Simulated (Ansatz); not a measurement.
**TaN: a vibration from a frozen displacement**

All numbers below come from DFT PBEsol, scalar-relativistic, plane waves, PAW (Ansatz 0.2.0). Cutoff 420 eV, Γ-centred 18×18×16 k-points, Gaussian smearing of 0.15 eV. Spin–orbit coupling is left out, which matters for the heavy elements here. No spin polarisation. Energies are free energies at this smearing, counted from the undisturbed cell; pressure is positive in compression.

Reference structure (as given, not relaxed at this level; it stands at -4.9 GPa; this form isn't the usual structure):

```yaml
crystal:
  lattice:
    - [2.93800, 0.00000, 0.00000]
    - [-1.46900, 2.54438, 0.00000]
    - [0.00000, 0.00000, 2.88300]
  atoms:
    - { symbol: Ta, position: [0.33333, 0.66667, 0.50000] }
    - { symbol: N, position: [0.00000, 0.00000, 0.00000] }
```

Every N atom is moved by x along the Cartesian unit vector (0.577, 0.577, 0.577); the cell and all other atoms stay fixed. The cell's volume is 21.55 Å³; the moved atoms weigh 14.007 u together and the others 180.948 u.

| x (Å) | ΔE (meV/cell) | total force on the moved atoms along the move (eV/Å) | pressure (GPa) |
| --- | --- | --- | --- |
| -0.1000 | 67.46 | 1.3677 | -3.2160 |
| -0.0750 | 37.70 | 1.0144 | -3.9431 |
| -0.0500 | 16.67 | 0.6700 | -4.4582 |
| 0.0000 | 0.00 | 0.0000 | -4.8663 |
| 0.0250 | 4.12 | -0.3291 | -4.7659 |
| 0.0750 | 36.94 | -0.9828 | -3.9730 |
| 0.1000 | 65.58 | -1.3089 | -3.2895 |

Question: What frequency belongs to this motion?

Answer: The force constant is k = −dF/dx = 13.244 eV/Å², from the parabola through x = -0.0500, 0 and 0.0250. In every cell the moved atoms swing against the rest, so the mass is μ = m₁m₂/(m₁ + m₂) = 13.001 u, and ν̃ = 521.5 cm⁻¹ × √(|k|/μ) = 526 cm⁻¹, at this cell's pressure of -4.9 GPa. The pattern needn't be a normal mode: ν̃² is then a weighted mean of the squared nonzero frequencies at the zone centre of this cell, so it lies between the lowest and the highest of them.

Question: How far does the harmonic law reach?

Answer: At x = -0.100 Å, kx²/2 = 66.22 meV against the computed 67.46 meV (+1.9 %): the well is still close to harmonic there.

In a metal these slopes depend on the k mesh and the smearing.